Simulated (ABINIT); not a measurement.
# Si (P6_3/mmc) in ABINIT: convergence with cutoff

Aim: find how far cutoff must go before the results for Si settle, at PBE. This setting moves, with any that are tied to it; all else stays.

Everything below comes from runs of ABINIT 10.8.3 (patched build). Logs are shortened: lines on timing, memory, paths and dates and some standing lists are left out, and cuts for length are marked. The log counts tension as positive stress, the text compression.

### 1 The structure

The structure is hexagonal, space group P6_3/mmc (No. 194). The conventional cell has a = 3.831 Å, b = 3.831 Å, c = 6.333 Å, α = 90.00°, β = 90.00°, γ = 120.00°. Si (site symmetry 3m) is surrounded by 4 Si at 2.35 to 2.37 Å.

This isn't the form of Si at room conditions, which is diamond.

### 2 With cutoff 7 Ha

run.abi reads:

```
# Pseudopotentials
pp_dirpath "./"
pseudos "Si.upf"

# Structure
acell 7.2401406968 7.240140697 11.9669212312
rprim
     1.0000000000     0.0000000000     0.0000000000
    -0.5000000000     0.8660254038     0.0000000000
     0.0000000000     0.0000000000     1.0000000000
ntypat 1
znucl 14
natom 4
typat 1 1 1 1
xred
     0.6666666667     0.3333333333     0.9369905000
     0.3333333333     0.6666666667     0.4369905000
     0.6666666667     0.3333333333     0.5630095000
     0.3333333333     0.6666666667     0.0630095000

# Plane-wave basis
ecut 7.0

# k points
kptopt 1
ngkpt 8 8 4
nshiftk 1
shiftk 0.0 0.0 0.0

# Exchange and correlation
ixc 11

# Bands and occupations
nband 12
occopt 6
tsmear 0.05 eV

# SCF cycle
nstep 100
tolvrs 1.0e-10

# Output
iomode 3
prtwf 0
prtden 0
prteig 0
prtebands 0
enunit 2
```

Potentials or basis: PseudoDojo NC SR PBE v0.5 standard.

Started as:

```
abinit run.abi > log 2>&1
```

run.abo:

```text
.Version 10.8.3 of ABINIT
 Symmetries : space group P6_3/m m c (#194); Bravais hP (primitive hexag.)
================================================================================
 Values of the parameters that define the memory need of the present run
     intxc =       0    ionmov =       0      iscf =       7    lmnmax =       6
     lnmax =       6     mgfft =      30  mpssoang =       3    mqgrid =    3001
     natom =       4  nloc_mem =       1    nspden =       1   nspinor =       1
    nsppol =       1      nsym =      24    n1xccc =    2501    ntypat =       1
    occopt =       6   xclevel =       2
       mpw =         494          nfft =        9720          nkpt =          30
================================================================================
================================================================================

--------------------------------------------------------------------------------
------------- Echo of variables that govern the present computation ------------
--------------------------------------------------------------------------------
 -outvars: echo values of preprocessed input variables --------
            acell      7.2401406968E+00  7.2401406970E+00  1.1966921231E+01 Bohr
              amu      2.80855000E+01
             ecut      7.00000000E+00 Hartree
           enunit           2
              ixc          11
         kptrlatt        8    0    0      0    8    0      0    0    4
          kptrlen      4.78676849E+01
            natom           4
            nband          12
            ngfft          18      18      30
             nkpt          30
            nstep         100
             nsym          24
           ntypat           1
           occopt           6
           prtden           0
        prtebands           0
           prteig           0
[... 171 lines left out ...]
 Eigenvalues (   eV  ) for nkpt=  30  k points:
 kpt#   1, nband= 12, wtk=  0.00391, kpt=  0.0000  0.0000  0.0000 (reduced coord)
  -7.62327   -5.32393   -2.64403    3.04105    3.04105    4.21484    4.56544    4.56544
   5.65946    6.58936    6.58936    6.92322
 prteigrs : prtvol=0 or 1, do not print more k-points.

--- !EnergyTerms
iteration_state     : {dtset: 1, }
comment             : Components of total free energy in Hartree
kinetic             :  6.09929661120967E+00
hartree             :  1.11581397638396E+00
xc                  : -6.17530912113053E+00
Ewald energy        : -1.67450768355578E+01
psp_core            :  1.10070076709358E+00
local_psp           : -4.60875627094031E+00
non_local_psp       :  2.30626820396080E+00
internal            : -1.69070626689807E+01
'-kT*entropy'       :  8.32301139895224E-07
total_energy        : -1.69070618366795E+01
total_energy_eV     : -4.60064589922571E+02
band_energy         : -4.30118595103203E-01
...

 Cartesian components of stress tensor (hartree/bohr^3)
  sigma(1 1)=  5.69181382E-05  sigma(3 2)=  0.00000000E+00
  sigma(2 2)=  5.69181380E-05  sigma(3 1)=  0.00000000E+00
  sigma(3 3)=  5.83465698E-05  sigma(2 1)=  3.32215962E-14

-Cartesian components of stress tensor (GPa)         [Pressure= -1.6886E+00 GPa]
- sigma(1 1)=  1.67458944E+00  sigma(3 2)=  0.00000000E+00
- sigma(2 2)=  1.67458943E+00  sigma(3 1)=  0.00000000E+00
- sigma(3 3)=  1.71661535E+00  sigma(2 1)=  9.77413104E-10

== END DATASET(S) ==============================================================
================================================================================

 -outvars: echo values of variables after computation  --------
            acell      7.2401406968E+00  7.2401406970E+00  1.1966921231E+01 Bohr
           etotal     -1.6907061837E+01
            fcart      1.4876203852E-28 -4.2943901489E-29  4.9951415777E-05
                       1.4876203852E-28  3.0060731044E-28  4.9951415777E-05
                      -2.2314305779E-28 -8.5887802987E-29 -4.9951415777E-05
                      -7.4381019262E-29 -1.7177560597E-28 -4.9951415777E-05
            rprim      1.0000000000E+00  0.0000000000E+00  0.0000000000E+00
                      -5.0000000000E-01  8.6602540380E-01  0.0000000000E+00
                       0.0000000000E+00  0.0000000000E+00  1.0000000000E+00
           strten      5.6918138187E-05  5.6918137997E-05  5.8346569811E-05
                       0.0000000000E+00  0.0000000000E+00  3.3221596161E-14
           xangst      1.9156587289E+00  1.1060060829E+00  5.9336066503E+00
                      -3.5279013569E-11  2.2120121658E+00  2.7672956523E+00
                       1.9156587289E+00  1.1060060829E+00  3.5653263436E+00
                      -3.5279013569E-11  2.2120121658E+00  3.9901534565E-01
             xred      6.6666666667E-01  3.3333333333E-01  9.3699050000E-01
                       3.3333333333E-01  6.6666666667E-01  4.3699050000E-01
                       6.6666666667E-01  3.3333333333E-01  5.6300950000E-01
                       3.3333333333E-01  6.6666666667E-01  6.3009500000E-02
 Calculation completed.
```

It took 4.6 s on 1 thread of Arm Neoverse V1, shared host; peak memory 0.06 GiB.

What came out:

```yaml
Free_energy: -460.0646 eV
Pressure: -1.7 GPa
Band_gap_on_the_k_mesh: 0.46 eV, indirect (least direct gap 1.09 eV)
Valence_electrons_inside_the_program's_atomic_spheres: Si 1.78 (radii [1.0584] Å)
```

### 3 With cutoff 9 Ha

Edit run.abi of step 2 so:

```diff
@@ -21,3 +21,3 @@
 # Plane-wave basis
-ecut 7.0
+ecut 9.0
```

Potentials or basis: PseudoDojo NC SR PBE v0.5 standard.

Started as:

```
abinit run.abi > log 2>&1
```

It took 5.9 s on 1 thread of Arm Neoverse V1, shared host; peak memory 0.06 GiB.

It converged, with:

```yaml
Free_energy: -460.4030 eV
Pressure: 0.6 GPa
Largest_force: 0.006 eV/Å
Band_gap_on_the_k_mesh: 0.43 eV, indirect (least direct gap 1.04 eV)
Valence_electrons_inside_the_program's_atomic_spheres: Si 1.77 (radii [1.0584] Å)
```

### 4 With cutoff 11 Ha

Edit run.abi of step 3 so:

```diff
@@ -21,3 +21,3 @@
 # Plane-wave basis
-ecut 9.0
+ecut 11.0
```

Started as:

```
abinit run.abi > log 2>&1
```

It took 8.2 s on 1 thread of Arm Neoverse V1, shared host; peak memory 0.06 GiB.

It converged, with:

```yaml
Free_energy: -460.4780 eV
Pressure: 1.2 GPa
Largest_force: 0.007 eV/Å
Band_gap_on_the_k_mesh: 0.42 eV, indirect (least direct gap 1.02 eV)
Valence_electrons_inside_the_program's_atomic_spheres: Si 1.80 (radii [1.0584] Å)
```

### 5 With cutoff 12.5 Ha

Edit run.abi of step 4 so:

```diff
@@ -21,3 +21,3 @@
 # Plane-wave basis
-ecut 11.0
+ecut 12.5
```

Started as:

```
abinit run.abi > log 2>&1
```

It took 9.3 s on 1 thread of Arm Neoverse V1, shared host; peak memory 0.06 GiB.

The run converged. Its results:

```
Free energy                                           : -460.4898 eV
Pressure                                              : 1.3 GPa
Largest force                                         : 0.006 eV/Å
Band gap on the k mesh                                : 0.42 eV, indirect (least direct gap 1.02 eV)
Valence electrons inside the program's atomic spheres : Si 1.80 (radii [1.0584] Å)
```

### 6 With cutoff 15.5 Ha

Edit run.abi of step 5 so:

```diff
@@ -21,3 +21,3 @@
 # Plane-wave basis
-ecut 12.5
+ecut 15.5
```

Potentials or basis: PseudoDojo NC SR PBE v0.5 standard.

Started as:

```
abinit run.abi > log 2>&1
```

It took 13 s on 1 thread of Arm Neoverse V1, shared host; peak memory 0.06 GiB.

It converged, with:

* Free energy: -460.5011 eV
* Pressure: 1.3 GPa
* Largest force: 0.007 eV/Å
* Band gap on the k mesh: 0.42 eV, indirect (least direct gap 1.02 eV)
* Valence electrons inside the program's atomic spheres: Si 1.78, 1.77 (radii [1.0584] Å)

### 7 With cutoff 18 Ha

Edit run.abi of step 6 so:

```diff
@@ -21,3 +21,3 @@
 # Plane-wave basis
-ecut 15.5
+ecut 18.0
```

Started as:

```
abinit run.abi > log 2>&1
```

Run time: 17 s. Hardware: 1 thread of Arm Neoverse V1, shared host; peak memory 0.07 GiB.

Results (log left out):

```
Free energy                                           : -460.5048 eV
Pressure                                              : 1.3 GPa
Largest force                                         : 0.007 eV/Å
Band gap on the k mesh                                : 0.42 eV, indirect (least direct gap 1.02 eV)
Valence electrons inside the program's atomic spheres : Si 1.78 (radii [1.0584] Å)
```

### 8 With cutoff 20.5 Ha

Edit run.abi of step 7 so:

```diff
@@ -21,3 +21,3 @@
 # Plane-wave basis
-ecut 18.0
+ecut 20.5
```

Started as:

```
abinit run.abi > log 2>&1
```

Run time: 20 s. Hardware: 1 thread of Arm Neoverse V1, shared host; peak memory 0.07 GiB.

The run converged. Its results:

* Free energy: -460.5058 eV
* Pressure: 1.4 GPa
* Largest force: 0.007 eV/Å
* Band gap on the k mesh: 0.42 eV, indirect (least direct gap 1.02 eV)
* Valence electrons inside the program's atomic spheres: Si 1.79 (radii [1.0584] Å)

### 9 With cutoff 24.5 Ha

Edit run.abi of step 8 so:

```diff
@@ -21,3 +21,3 @@
 # Plane-wave basis
-ecut 20.5
+ecut 24.5
```

Potentials or basis: PseudoDojo NC SR PBE v0.5 standard.

Started as:

```
abinit run.abi > log 2>&1
```

Wall time 29 s (1 thread of Arm Neoverse V1, shared host); peak memory 0.09 GiB.

The run converged. Its results:

```yaml
Free_energy: -460.5060 eV
Pressure: 1.4 GPa
Largest_force: 0.007 eV/Å
Band_gap_on_the_k_mesh: 0.42 eV, indirect (least direct gap 1.02 eV)
Valence_electrons_inside_the_program's_atomic_spheres: Si 1.78 (radii [1.0584] Å)
```

### 10 With cutoff 29 Ha

Edit run.abi of step 9 so:

```diff
@@ -21,3 +21,3 @@
 # Plane-wave basis
-ecut 24.5
+ecut 29.0
```

Started as:

```
abinit run.abi > log 2>&1
```

It took 35 s on 1 thread of Arm Neoverse V1, shared host; peak memory 0.09 GiB.

The run converged. Its results:

- Free energy: -460.5063 eV
- Pressure: 1.4 GPa
- Largest force: 0.007 eV/Å
- Band gap on the k mesh: 0.42 eV, indirect (least direct gap 1.02 eV)
- Valence electrons inside the program's atomic spheres: Si 1.79 (radii [1.0584] Å)

### 11 Summary

| cutoff | energy less the tightest run (meV/atom) | pressure (GPa) | largest force (eV/Å) | gap on the mesh (eV) | SCF cycles | CPU time (s) | peak memory (GiB) |
| --- | --- | --- | --- | --- | --- | --- | --- |
| 7 Ha | 110.43 | -1.69 | 0.003 | 0.463 | 8 | 4.6 | 0.06 |
| 9 Ha | 25.83 | 0.59 | 0.006 | 0.431 | 8 | 5.9 | 0.06 |
| 11 Ha | 7.09 | 1.23 | 0.007 | 0.422 | 8 | 8.2 | 0.06 |
| 12.5 Ha | 4.13 | 1.33 | 0.006 | 0.419 | 8 | 9.3 | 0.06 |
| 15.5 Ha | 1.31 | 1.32 | 0.007 | 0.417 | 8 | 13 | 0.06 |
| 18 Ha | 0.37 | 1.35 | 0.007 | 0.417 | 8 | 17 | 0.07 |
| 20.5 Ha | 0.13 | 1.37 | 0.007 | 0.417 | 8 | 20 | 0.07 |
| 24.5 Ha | 0.07 | 1.37 | 0.007 | 0.417 | 9 | 29 | 0.09 |
| 29 Ha | 0.00 | 1.37 | 0.007 | 0.417 | 9 | 35 | 0.09 |

Against the tightest run, the energy stays within 1 meV/atom from 18 Ha on; the pressure stays within 0.1 GPa from 12.5 Ha on; the largest force stays within 0.005 eV/Å from 7 Ha on; the gap on the mesh stays within 0.01 eV from 11 Ha on. The tightest run that finished is the yardstick and may itself not be fully converged.
